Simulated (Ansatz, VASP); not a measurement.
**C20N in two plane-wave programs**

Wanted: the spread between two codes on one cell, functional and k mesh. The cell is taken from a series of runs on this material, whose earlier steps may have relaxed, scaled, displaced or heated it; both programs get it as it stands.

Calculated with Ansatz 0.2.0; plane waves, with VASP 6.6.1 beside it; single point at HSE06.

**1. Starting point**

The cell holds 63 atoms: 60 C and 3 N. Cell: a = 7.143 Å, b = 7.143 Å, c = 7.143 Å, α = 90.0°, β = 90.0°, γ = 90.0°. It derives from C (C (Fd-3m)). Nearest the centre at fractional (0.500, 0.500, 0.500): N62 at 1.68 Å, N61 at 1.69 Å, N63 at 1.69 Å, C57 at 1.72 Å, C18 at 2.50 Å, C12 at 2.51 Å, C32 at 2.51 Å, C54 at 2.51 Å.

**2. Ansatz: single point, HSE06**

Ansatz runs on its default PAW (the set named soft_2) files.

A single point gives forces, pressure and levels at one fixed geometry, so differences don't come from the geometry; what else differs is listed under the comparison.

File input.yaml:

```yaml
crystal:
  lattice:
    - [7.14312472, 0.0, 0.0]
    - [0.0, 7.14312472, 0.0]
    - [0.0, 0.0, 7.14312472]
  atoms:
    - { symbol: C, position: [0.00022137622, -0.00050204607, 4.219857e-05] }
    - { symbol: C, position: [0.00260053367, 0.2501668661, 0.25070512244] }
    - { symbol: C, position: [0.25088197277, 0.00187494233, 0.25071012418] }
    - { symbol: C, position: [0.25087720906, 0.25016263555, 0.00243177866] }
    - { symbol: C, position: [0.12606779157, 0.12534350198, 0.1258974766] }
    - { symbol: C, position: [0.12882434372, 0.37760315441, 0.37815056606] }
    - { symbol: C, position: [0.37832391826, 0.1280978815, 0.37814601714] }
    - { symbol: C, position: [0.37832454456, 0.37760498282, 0.12864630072] }
    - { symbol: C, position: [0.00048713514, -0.00021536908, 0.49999987801] }
    - { symbol: C, position: [-0.00098908998, 0.24926498586, 0.74974299206] }
    - { symbol: C, position: [0.24998214491, -0.00171009066, 0.74973933825] }
    - { symbol: C, position: [0.25229466724, 0.2515739004, 0.50630169564] }
    - { symbol: C, position: [0.12442051892, 0.12370363422, 0.62530466865] }
    - { symbol: C, position: [0.1240578342, 0.37467157011, 0.87671319901] }
    - { symbol: C, position: [0.37538902048, 0.12334939635, 0.87669988054] }
    - { symbol: "N", position: [0.36468519768, 0.36397749385, 0.63789483296] }
    - { symbol: C, position: [0.00049061516, 0.49945919337, 0.00031847617] }
    - { symbol: C, position: [-0.00098839664, 0.74919733205, 0.24980985335] }
    - { symbol: C, position: [0.25229814367, 0.50575718618, 0.25212619308] }
    - { symbol: C, position: [0.24998741976, 0.74919311542, -0.00116552213] }
    - { symbol: C, position: [0.12442456631, 0.62475588655, 0.1242493926] }
    - { symbol: C, position: [0.12405518093, 0.87616292855, 0.37522363099] }
    - { symbol: "N", position: [0.36467681793, 0.63737703137, 0.36449995111] }
    - { symbol: C, position: [0.37539507299, 0.87616342737, 0.12387933707] }
    - { symbol: C, position: [0.00039456649, 0.49964928797, 0.50019591966] }
    - { symbol: C, position: [0.00158796282, 0.7488882764, 0.74942738808] }
    - { symbol: C, position: [0.25107459003, 0.4939589847, 0.74976256915] }
    - { symbol: C, position: [0.25107398242, 0.74921179654, 0.49451500301] }
    - { symbol: C, position: [0.12807155562, 0.62203340366, 0.62258713164] }
    - { symbol: C, position: [0.12538935619, 0.87403320784, 0.8745805628] }
    - { symbol: C, position: [0.37613330522, 0.62257704321, 0.87351750916] }
    - { symbol: C, position: [0.3761314792, 0.87297741572, 0.62312381108] }
    - { symbol: C, position: [0.50017413165, -0.00021766701, 0.0003140417] }
    - { symbol: C, position: [0.50647131047, 0.25157593791, 0.25211557218] }
    - { symbol: C, position: [0.74991611076, -0.0017074429, 0.24980467771] }
    - { symbol: C, position: [0.74991903354, 0.24926141434, -0.00116687239] }
    - { symbol: C, position: [0.62547513031, 0.1237041974, 0.12424476327] }
    - { symbol: "N", position: [0.63806361068, 0.36397630611, 0.36451596805] }
    - { symbol: C, position: [0.87687278387, 0.12335032809, 0.37521685482] }
    - { symbol: C, position: [0.87687901886, 0.37467588608, 0.12388416451] }
    - { symbol: C, position: [0.50037235595, -0.00032204008, 0.5001932103] }
    - { symbol: C, position: [0.49468106209, 0.25036653437, 0.74975064594] }
    - { symbol: C, position: [0.74960476944, 0.00086621403, 0.74942940885] }
    - { symbol: C, position: [0.74992781722, 0.25036186167, 0.49451066891] }
    - { symbol: C, position: [0.62275554606, 0.12735062327, 0.62258233184] }
    - { symbol: C, position: [0.62330495301, 0.37541054048, 0.87352110953] }
    - { symbol: C, position: [0.87475383269, 0.12466641995, 0.87457731051] }
    - { symbol: C, position: [0.87369741016, 0.37541314215, 0.62313036961] }
    - { symbol: C, position: [0.50037315708, 0.49964657827, 0.00021907493] }
    - { symbol: C, position: [0.49468464408, 0.74921662491, 0.25089913496] }
    - { symbol: C, position: [0.74993186721, 0.49396169208, 0.2509010962] }
    - { symbol: C, position: [0.74960188116, 0.7488858557, 0.00141754551] }
    - { symbol: C, position: [0.62275591761, 0.6220326823, 0.12789956717] }
    - { symbol: C, position: [0.62330485453, 0.87297867639, 0.37595092359] }
    - { symbol: C, position: [0.87369342823, 0.62258046406, 0.37595413704] }
    - { symbol: C, position: [0.87475524385, 0.87403847646, 0.12521000815] }
    - { symbol: C, position: [0.50077911168, 0.74836649129, 0.74890917614] }
    - { symbol: C, position: [0.74909103655, 0.5000667828, 0.74891683651] }
    - { symbol: C, position: [0.74908835736, 0.7483696971, 0.50060501139] }
    - { symbol: C, position: [0.63894184624, 0.63821790615, 0.63876265553] }
    - { symbol: C, position: [0.62443014489, 0.87578527395, 0.87633238533] }
    - { symbol: C, position: [0.87650098174, 0.62371724831, 0.87632954506] }
    - { symbol: C, position: [0.87650500189, 0.87578917597, 0.62425381261] }
  host:
    repeats: [2, 2, 2]
    atoms:
      - { symbol: C, position: [0.0, 0.0, 0.0] }
      - { symbol: C, position: [0.0, 0.5, 0.5] }
      # ... 6 more atoms of the perfect host
basis:
  ecutwfc: 420
  xc_grid: 2
hamiltonian:
  xc: hse06
kpoints:
  mp_grid: { grid: [1, 1, 1] }
magnetization:
  spin_polarized: true
  initial_magnetization: 1
  spin_locking: { lock_magnetization: hard }
scf:
  occupations: { method: fermi_dirac, width: 0.01 }
  max_iter: 100
  n_extra_bands: 16
  lower_state_search: "off"
output:
  forces: true
  eigenvalues: true
checkpoint:
  read: "../exc.ground.q0_M1.run"
  write: "../exc0_q0_M1.ground.l0.run"
  compress: false
  write_wavefunctions: false
  write_every: 100000
```

The run is started by

```console
$ ansatz run input.yaml --threads 4 --pin off --max-ram 11304MiB --backend cpu --events-out ev --progress --plain --runs-dir out
```

What it wrote:

```text
Warning: the atoms were moved onto the symmetric positions of the space group found under crystal.symmetry.tolerance 1.0e-5 (fractional; no operation is sought that the atoms, as they stand in a round, miss by more than twice it, and no atom is moved by as much as it), and the run uses the moved positions. Before a round's move an operation carried an atom to 6.90e-5 Å from where it should land, the largest such dist [...]
[...]
Free energy (F): -16194.288416 eV
Frozen-core exchange: fock
Harris-Foulkes:  -16194.288416 eV  (|F-HF|=3.27e-11)
Internal energy: -16194.288416 eV  (E = F + TS)
E sigma→0 (E₀):  -16194.288416 eV
Fermi energy:    14.647873 (↑ 15.472752, ↓ 14.375980) eV
--- Per-component energies (eV) ---
  E_band       = 630.270473
  E_kinetic    = 5921.932403
  E_local      = -4317.578751  (includes V_loc(G=0)·N_el)
  E_nonlocal   = 1696.365142
  E_hartree    = 1002.522200
  E_xc         = -2507.000577
  E_vxc        = -3084.433979  (∫ρ·V_xc dr)
  E_exx        = -589.052944  (= α·E_x^exact, valence–valence)
  E_paw        = -6334.877725  (= ΣΔE_a)
  E_vpaw       = -412.953820  (= ΣTr[D̂ρ^β])
  E_aug_tail   = 0.000851  (compensation charges beyond the density's cutoff)
  E_ewald      = -11065.499481
  E_core_change = -1.099535  (= ΣΔE_core)
  E_smearing   = -0.000000  (= −TS)
  E_closure    = 0.000000  (closes the sum)
  Σ components = -16194.288416   (vs F -16194.288416, Δ=0.00e0)
--- Forces (eV/Å), atoms counted from 1 ---
  atom   1  C     -0.00022860    -0.00001920    -0.00022860
  atom   2  C      0.00029122    -0.00206241    -0.00096673
  atom   3  C     -0.00201582     0.00168322    -0.00201582
  atom   4  C     -0.00096673    -0.00206241     0.00029122
  atom   5  C      0.00030542     0.00160367     0.00030542
  atom   6  C     -0.00094038     0.00018490    -0.00011736
  atom   7  C      0.00033778     0.00019860     0.00033778
  atom   8  C     -0.00011736     0.00018490    -0.00094038
  atom   9  C     -0.00055843    -0.00200118     0.00013678
  atom  10  C     -0.00001855    -0.00036225    -0.00038761
  atom  11  C     -0.00011147     0.00065922    -0.00005873
  atom  12  C      0.00071906     0.00043174    -0.00084483
  atom  13  C     -0.00065499    -0.00038916     0.00042115
  atom  14  C      0.00049728     0.00073892    -0.00060948
  atom  15  C      0.00106458    -0.00016163     0.00066837
  atom  16  N      0.00023127    -0.00114427     0.00216535
  atom  17  C     -0.00046762     0.00051469    -0.00046762
  atom  18  C     -0.00033753     0.00003843    -0.00076704
  atom  19  C     -0.00087240    -0.00039862    -0.00087240
  atom  20  C     -0.00076704     0.00003843    -0.00033753
  atom  21  C     -0.00111776     0.00068601    -0.00111776
  atom  22  C      0.00104665    -0.00044320     0.00082914
  atom  23  N      0.00174188    -0.00164221     0.00174188
  atom  24  C      0.00082914    -0.00044320     0.00104665
[...]
atom  56  C     -0.00023435    -0.00050533     0.00048922
  atom  57  C      0.00192225     0.00060697     0.00103095
  atom  58  C      0.00020873     0.00064295     0.00020873
  atom  59  C      0.00103095     0.00060697     0.00192225
  atom  60  C     -0.00092571     0.00045586    -0.00092571
  atom  61  C      0.00006418    -0.00037279    -0.00089599
  atom  62  C      0.00045195    -0.00009103     0.00045195
  atom  63  C     -0.00089599    -0.00037279     0.00006418
  max |Σ_I F_I| component: 1.70e-6 eV/Å
--- Band table (eV) ---
  k-point 0 ↑: bands = ["-11.4311", "-9.6898", "-9.6897", "-9.2020", "-8.7619", "-8.7619", "-8.5379", "-7.4894", "-7.4893", "-6.8890", "-6.4477", "-6.4477", "-6.4085", "-6.3689", "-6.3688", "-6.2934", "-6.2488", "-6.2488", "-5.8757", "-5.2568", "-5.2359", "-5.2359", "-4.8578", "-2.4755", "-2.4754", "-2.3066", "-2.2709", "-2.2709", "-2.2168", "-1.9049", "-1.9048", "-1.7108", "-1.4904", "-1.3746", "-1.3746", "-1.2106", [...]
  k-point 0 ↓: bands = ["-11.4123", "-9.6738", "-9.6737", "-9.1693", "-8.7504", "-8.7503", "-8.4662", "-7.4796", "-7.4796", "-6.8245", "-6.4346", "-6.4346", "-6.4053", "-6.3585", "-6.3585", "-6.2799", "-6.2334", "-6.2334", "-5.7861", "-5.2384", "-5.2236", "-5.2236", "-4.7273", "-2.4609", "-2.4608", "-2.2951", "-2.2615", "-2.2615", "-2.1997", "-1.8933", "-1.8932", "-1.6383", "-1.4687", "-1.3563", "-1.3562", "-1.2096", [...]
```

**3. VASP: single point, HSE06**

The same cell, functional, mesh and smearing now go to VASP, with its own data sets.

Lines of VASP's logs that name or quote its potential files are left out, and so is its time.

The run reads the wave functions of an earlier VASP run, which isn't shown here.

File INCAR:

```
SYSTEM = C20N
PREC = Accurate
ENCUT = 520
EDIFF = 1E-06
NELM = 100
ISMEAR = -1
SIGMA = 0.01
LREAL = Auto
ALGO = Normal
LHFCALC = .TRUE.
AEXX = 0.25
GGA = PE
HFSCREEN = 0.208
LASPH = .TRUE.
NBANDS = 171
ISPIN = 2
MAGMOM = 0 0 0 0 0 0 0 0 0 -0 -0 0 0 0 0 0 -0 0 -0 0 0 0 -0 -0 -0 -0 0 0 0.01 0.01 0 0 -0 -0 0 0 0 -0 -0 -0 -0 0 0.01 0 0.01 -0 -0 -0 -0 0 0.01 0.01 0 -0.01 -0.01 -0.01 0.34 0.03 0.03 0.03 0.02 0.02 0.02
PRECFOCK = Fast
LORBIT = 11
LWAVE = .FALSE.
LCHARG = .FALSE.
ISIF = 2
NUPDOWN = 1
```

File POSCAR:

```
C20N
1.0
    7.1431247189      0.0000000000      0.0000000000
    0.0000000000      7.1431247189      0.0000000000
    0.0000000000      0.0000000000      7.1431247189
C N
60 3
Direct
    0.0002213762      0.9994979539      0.0000421986
    0.0026005337      0.2501668661      0.2507051224
    0.2508819728      0.0018749423      0.2507101242
    0.2508772091      0.2501626355      0.0024317787
    0.1260677916      0.1253435020      0.1258974766
    0.1288243437      0.3776031544      0.3781505661
    0.3783239183      0.1280978815      0.3781460171
    0.3783245446      0.3776049828      0.1286463007
    0.0004871351      0.9997846309      0.4999998780
    0.9990109100      0.2492649859      0.7497429921
    0.2499821449      0.9982899093      0.7497393383
    0.2522946672      0.2515739004      0.5063016956
    0.1244205189      0.1237036342      0.6253046686
    0.1240578342      0.3746715701      0.8767131990
    0.3753890205      0.1233493964      0.8766998805
    0.0004906152      0.4994591934      0.0003184762
    0.9990116034      0.7491973321      0.2498098533
    0.2522981437      0.5057571862      0.2521261931
    0.2499874198      0.7491931154      0.9988344779
    0.1244245663      0.6247558866      0.1242493926
    0.1240551809      0.8761629286      0.3752236310
    0.3753950730      0.8761634274      0.1238793371
    0.0003945665      0.4996492880      0.5001959197
    0.0015879628      0.7488882764      0.7494273881
    0.2510745900      0.4939589847      0.7497625692
    0.2510739824      0.7492117965      0.4945150030
    0.1280715556      0.6220334037      0.6225871316
    0.1253893562      0.8740332078      0.8745805628
    0.3761333052      0.6225770432      0.8735175092
    0.3761314792      0.8729774157      0.6231238111
    0.5001741317      0.9997823330      0.0003140417
    0.5064713105      0.2515759379      0.2521155722
    0.7499161108      0.9982925571      0.2498046777
    0.7499190335      0.2492614143      0.9988331276
    0.6254751303      0.1237041974      0.1242447633
    0.8768727839      0.1233503281      0.3752168548
    0.8768790189      0.3746758861      0.1238841645
    0.5003723560      0.9996779599      0.5001932103
    0.4946810621      0.2503665344      0.7497506459
    0.7496047694      0.0008662140      0.7494294088
    0.7499278172      0.2503618617      0.4945106689
    0.6227555461      0.1273506233      0.6225823318
    0.6233049530      0.3754105405      0.8735211095
    0.8747538327      0.1246664200      0.8745773105
    0.8736974102      0.3754131421      0.6231303696
    0.5003731571      0.4996465783      0.0002190749
    0.4946846441      0.7492166249      0.2508991350
    0.7499318672      0.4939616921      0.2509010962
    0.7496018812      0.7488858557      0.0014175455
    0.6227559176      0.6220326823      0.1278995672
    0.6233048545      0.8729786764      0.3759509236
    0.8736934282      0.6225804641      0.3759541370
    0.8747552439      0.8740384765      0.1252100082
    0.5007791117      0.7483664913      0.7489091761
    0.7490910365      0.5000667828      0.7489168365
    0.7490883574      0.7483696971      0.5006050114
    0.6389418462      0.6382179062      0.6387626555
    0.6244301449      0.8757852740      0.8763323853
    0.8765009817      0.6237172483      0.8763295451
    0.8765050019      0.8757891760      0.6242538126
    0.3646851977      0.3639774938      0.6378948330
    0.3646768179      0.6373770314      0.3644999511
    0.6380636107      0.3639763061      0.3645159680
```

File KPOINTS:

```
Automatic mesh
0
Gamma
1 1 1
0 0 0
```

PAW data sets: C and N (PBE family, release 64).

The run is started by

```console
$ export OMP_NUM_THREADS=3
$ mpirun -np 1 vasp_gam
```

What it wrote:

```text
[banner, memory and clock lines left out]
running    1 mpi-ranks, on    1 nodes
[...]
Offloading initialized ...    1 GPUs detected
[...]
LDA part: xc-table for (Slater+PW92), standard interpolation
 found WAVECAR, reading the header
 POSCAR, INCAR and KPOINTS ok, starting setup
[...]
reading WAVECAR
 the WAVECAR file was read successfully
 initial charge from wavefunction
 entering main loop
       N       E                     dE             d eps       ncg     rms          rms(c)
DAV:   1    -0.653907211128E+03   -0.65391E+03   -0.87075E+00   704   0.796E+00    0.408E+00
DAV:   2    -0.653937678840E+03   -0.30468E-01   -0.18833E-01   776   0.109E+00    0.247E+00
DAV:   3    -0.653918951809E+03    0.18727E-01   -0.20984E-02   816   0.391E-01    0.134E+00
DAV:   4    -0.653913959065E+03    0.49927E-02   -0.68431E-03   840   0.213E-01    0.713E-01
[...]
DAV:   9    -0.653911924447E+03    0.10179E-04   -0.60551E-06   800   0.753E-03    0.341E-02
DAV:  10    -0.653911921990E+03    0.24567E-05   -0.16009E-06   512   0.392E-03    0.191E-02
DAV:  11    -0.653911921607E+03    0.38284E-06   -0.52917E-07   424   0.247E-03
   1 F= -.65391192E+03 E0= -.65391192E+03  d E =-.121100E-10  mag=     1.0000
```

From OUTCAR (step 3):

```text
  FREE ENERGIE OF THE ION-ELECTRON SYSTEM (eV)
  ---------------------------------------------------
  free  energy   TOTEN  =      -653.9119216074 eV

  energy  without entropy=     -653.9119216074  energy(sigma->0) =     -653.91192161

 magnetization (x)
# of ion       s       p       d       tot
------------------------------------------
    1       -0.000   0.000   0.000   0.000
    2        0.000   0.000   0.000   0.000
    3        0.000   0.000   0.000   0.000
    4        0.000   0.000   0.000   0.000
    5        0.000   0.001   0.000   0.001
    6        0.000   0.001   0.000   0.001
    7        0.000   0.001   0.000   0.001
    8        0.000   0.001   0.000   0.001
    9        0.000   0.005   0.000   0.006
   10       -0.000  -0.001   0.000  -0.001
   11       -0.000  -0.001   0.000  -0.001
   12        0.000   0.002   0.000   0.002
   13        0.000   0.005   0.000   0.005
[...]
--------------------------------------------------
tot          0.063   0.573   0.000   0.636

[... 1 further part left out ...]
```

The k-mesh is coarse for exact exchange; levels may shift by about 0.1 eV on a finer one.

**4. Differences**

Known differences besides the potentials themselves: exact exchange at q = 0 is treated differently, which shows on coarse meshes; VASP keeps PBE cores, Ansatz makes them for the functional; the cutoff is 420 eV in Ansatz and 520 eV in VASP (PREC = Accurate, projectors in real space); VASP takes a coarser grid for exact exchange (PRECFOCK = Fast); site moments are counted in spheres of each program's own size. Total energies have different zeros and are not compared.

Compared:

```
                             quantity  Ansatz  VASP  difference
total moment, fixed by the input (μB)    1.00  1.00        0.00
                   moment on C57 (μB)    0.34  0.45       -0.11
```

At this near-relaxed geometry the largest component of a force difference is 31 meV/Å.

**5. Outcome**

| Item | Value |
| --- | --- |
| difference in moment on C57 (single point, HSE06) | -0.11 μB |
| r.m.s. force difference (single point, HSE06) | 7.9 meV/Å |

In words: The r.m.s. force difference is 7.9 meV/Å (single point, HSE06), within the 12 meV/Å picked in this series as the mark of a large difference. Such differences can come from data sets, numerical settings and the points named under the comparisons, not from the functional's error against experiment.

[Lines on the potential files, build, host, timing and source positions are cut from VASP's logs without a mark.]

[Logs are printed without paths, hosts, clocks, repeated set-up lines and the standing remarks that a program may print on its own settings, such as how far it seeks lower states.]

[Hosts, paths, dates, database ids (printed as entryN), source tags and the programs' standing remarks are cut or masked in the printed files.]
